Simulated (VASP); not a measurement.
# Fe (Fmmm) in VASP: further runs, part 2 of 2

VASP 6.6.1. The steps go on from the part before.

## Step 6: Single point, PBEsol, collinear spin, ferromagnetic start

Contents of INCAR:

```
  PREC = Low
  ENCUT = 550
  EDIFF = 1E-6
  ISMEAR = 1
  SIGMA = 0.1
  LREAL = False
  LASPH = True
  NELM = 100
  ALGO = Normal
  ISIF = 2
  LWAVE = False
  LCHARG = False
  ISPIN = 2
  MAGMOM = 3
  LORBIT = 11
  LMAXMIX = 4
  GGA = PS
  NBANDS = 14
  ADDGRID = False
```

Contents of KPOINTS:

```
Automatic mesh
0
Gamma
  9 9 9
```

Contents of POSCAR:

```
Fe
1.0
    0.0000000000      1.9417396906      1.9651051623
    1.4984397099      0.0000000000      1.9651051623
    1.4984397099      1.9417396906      0.0000000000
Fe
1
Direct
    0.0000000000      0.0000000000      0.0000000000
```

Potentials or basis: VASP PAW PBE potentials, release 64 (Fe).

The run is started by

```bash
$ cat potpaw_PBE.64/Fe/POTCAR > POTCAR
$ mpirun -np 1 vasp_std > vasp.out
```

OUTCAR:

```text
PREC = Low
   ENCUT = 550
   EDIFF = 1E-6
   ISMEAR = 1
   LREAL = False
   LASPH = True
   NELM = 100
   ISIF = 2
   ISPIN = 2
   LORBIT = 11
   GGA = PS

 Found    125 irreducible k-points:

 Following reciprocal coordinates:
            Coordinates               Weight
  0.000000  0.000000  0.000000      1.000000
  0.111111  0.000000 -0.000000      8.000000
  0.222222  0.000000  0.000000      8.000000
  0.333333  0.000000  0.000000      8.000000
  0.444444  0.000000  0.000000      8.000000
  0.111111  0.111111  0.000000      2.000000
   k-points           NKPTS =    125   k-points in BZ     NKDIM =    125   number of bands    NBANDS=     14
   number of dos      NEDOS =    301   number of ions     NIONS =      1
   total plane-waves  NPLWV =   3136
   dimension x,y,z NGX =    16 NGY =   14 NGZ =   14
   dimension x,y,z NGXF=    16 NGYF=   14 NGZF=   14
   ions per type =               1
   NGX,Y,Z   is equivalent  to a cutoff of   9.63,  9.42,  9.49 a.u.
   NGXF,Y,Z  is equivalent  to a cutoff of   9.63,  9.42,  9.49 a.u.
 SYSTEM =  unknown system
   PREC   = low       normal or accurate (medium, high low for compatibility)
   ISTART =      0    job   : 0-new  1-cont  2-samecut
   ICHARG =      2    charge: 1-file 2-atom 10-const
   ISPIN  =      2    spin polarized calculation?
   LNONCOLLINEAR =      F non collinear calculations
   LSORBIT =      F    spin-orbit coupling
   LASPH  =      T    aspherical Exc in radial PAW
   ENCUT  =  550.0 eV  40.42 Ry    6.36 a.u.   5.28  4.73  4.69*2*pi/ulx,y,z
   NELM   =    100;   NELMIN=  2; NELMDL= -5     # of ELM steps
   EDIFF  = 0.1E-05   stopping-criterion for ELM
   LREAL  =      F    real-space projection
   EDIFFG = 0.1E-04   stopping-criterion for IOM
   NSW    =      0    number of steps for IOM
   IBRION =     -1    ionic relax: 0-MD 1-quasi-New 2-CG
   NFREE  =      0    steps in history (QN), initial steepest desc. (CG)
   ISIF   =      2    stress and relaxation
   ISYM   =      2    0-nonsym 1-usesym 2-fastsym
   POTIM  = 0.5000    time-step for ionic-motion
   TEBEG  =    0.0;   TEEND  =   0.0 temperature during run
   PSTRESS=    0.0 pullay stress
   NELECT =       8.0000    total number of electrons
   NUPDOWN=      -1.0000    fix difference up-down
   EMIN   =  10.00;   EMAX   =-10.00  energy-range for DOS
   EFERMI =   0.00;   METHOD = LEGACY
   ISMEAR =     1;   SIGMA  =   0.10  broadening in eV -4-tet -1-fermi 0-gaus
   EFERMI_NEDOS =   21; number of points for ismear=-14 and -15
[... 128 lines left out ...]
      1      -2.3648      1.00000
      2       2.9990      1.00000
      3       3.5195      1.00000
      4       3.5233      1.00000
      5       4.3743      1.00000
      6       4.6233      1.00000
      7      28.2452      0.00000
      8      29.0568      0.00000
      9      29.5231      0.00000
     10      32.5866      0.00000
     11      34.9203      0.00000
     12      35.5210      0.00000
     13      38.3538      0.00000
     14      38.5501      0.00000

 [... further k-points ...]

 spin component 2

 k-point     1 :       0.0000    0.0000    0.0000
  band No.  band energies     occupation
      1      -2.6180      1.00000
      2       4.9911      1.00000
      3       5.1313      1.00000
      4       5.6211      0.27330
      5       6.8294     -0.00000
      6       7.4220     -0.00000
      7      29.2761      0.00000
      8      30.8080      0.00000
      9      31.0999      0.00000
     10      35.4963      0.00000
     11      36.2855      0.00000
     12      37.3659      0.00000
     13      37.5934      0.00000
     14      37.6794      0.00000
[... 71 lines left out ...]
      1      -2.0903      1.00000
      2       4.7988      1.00000
      3       5.4274      1.02040
      4       5.5233      0.95956
      5       6.8967     -0.00000
      6       7.3008     -0.00000
      7      28.4535      0.00000
      8      29.1255      0.00000
      9      29.7459      0.00000
     10      33.4385      0.00000
     11      35.7769      0.00000
     12      35.7782      0.00000
     13      38.7703      0.00000
     14      38.9291      0.00000

 [... further k-points ...]

------------------------ aborting loop because EDIFF is reached ----------------------------------------

  FORCE on cell =-STRESS in cart. coord.  units (eV):
  Direction    XX          YY          ZZ          XY          YZ          ZX
  --------------------------------------------------------------------------------------
  -------------------------------------------------------------------------------------
  Total       -1.2054057     -0.5418929     -0.6880830      0.0000000      0.0000000      0.0000000
  in kB     -168.8875990    -75.9238095    -96.4062827      0.0000000      0.0000000      0.0000000
  external PRESSURE =    -113.7392304 kB  Pullay stress =       0.0000000 kB

 VOLUME and BASIS-vectors are now :
 -----------------------------------------------------------------------------
  energy-cutoff  :      550.00
  volume of cell :       11.44
      direct lattice vectors                 reciprocal lattice vectors
     0.000000000  1.941739691  1.965105162    -0.333680426  0.257501045  0.254439309
     1.498439710  0.000000000  1.965105162     0.333680426 -0.257501045  0.254439309
     1.498439710  1.941739691  0.000000000     0.333680426  0.257501045 -0.254439309

 POSITION                                       TOTAL-FORCE (eV/Angst)
 -----------------------------------------------------------------------------------
      0.00000      0.00000      0.00000         0.000000      0.000000      0.000000
 -----------------------------------------------------------------------------------
    total drift:                                0.000000     -0.000000     -0.000000

  FREE ENERGIE OF THE ION-ELECTRON SYSTEM (eV)
  ---------------------------------------------------
  free  energy   TOTEN  =        -8.8815612260 eV

  energy  without entropy=       -8.8814570810  energy(sigma->0) =       -8.88152651

 total charge

# of ion       s       p       d       tot
------------------------------------------
    1        0.488   0.538   6.234   7.259

 magnetization (x)

# of ion       s       p       d       tot
------------------------------------------
    1       -0.013  -0.042   2.221   2.166
```

OSZICAR:

```text
N       E                     dE             d eps       ncg     rms          rms(c)
DAV:   1     0.219136309414E+02    0.21914E+02   -0.39908E+03  7622   0.726E+02
DAV:   2    -0.899387017231E+01   -0.30908E+02   -0.28321E+02  7684   0.131E+02
DAV:   3    -0.996693105844E+01   -0.97306E+00   -0.96546E+00  8410   0.241E+01
DAV:   4    -0.997005562858E+01   -0.31246E-02   -0.31242E-02  8170   0.123E+00
DAV:   5    -0.997007066910E+01   -0.15041E-04   -0.15040E-04  8488   0.887E-02    0.121E+01
DAV:   6    -0.897655556165E+01    0.99352E+00   -0.11157E+01  8860   0.390E+01    0.585E+00
DAV:   7    -0.889897296219E+01    0.77583E-01   -0.72068E-01  8674   0.951E+00    0.337E+00
DAV:   8    -0.889006073882E+01    0.89122E-02   -0.48507E-03  7948   0.458E-01    0.128E+00
DAV:   9    -0.888188765169E+01    0.81731E-02   -0.55944E-03 10016   0.387E-01    0.272E-01
DAV:  10    -0.888153576615E+01    0.35189E-03   -0.21800E-04  8296   0.142E-01    0.643E-02
DAV:  11    -0.888156050488E+01   -0.24739E-04   -0.56188E-05  8266   0.693E-02    0.421E-02
DAV:  12    -0.888156122595E+01   -0.72107E-06   -0.25426E-06  8176   0.108E-02
   1 F= -.88815612E+01 E0= -.88815265E+01  d E =-.104145E-03  mag=     2.1791
```

Run time: 9.7 s. Hardware: 1 thread of Intel Xeon 6975P-C (Granite Rapids), shared host; peak memory 0.13 GiB.

These settings aren't checked as converged: the numbers below hold their error.

Results:

* Free energy: -8.8816 eV
* Pressure: -11.4 GPa
* Band gap on the k mesh: none (metal or under the smearing width)
* Net moment: 2.18 μB per cell
* Site moments: Fe +2.17 μB
* Valence electrons inside the program's atomic spheres: Fe 7.26

Caveat: the PAW data sets were made with another functional, which shifts forces and pressure a little.
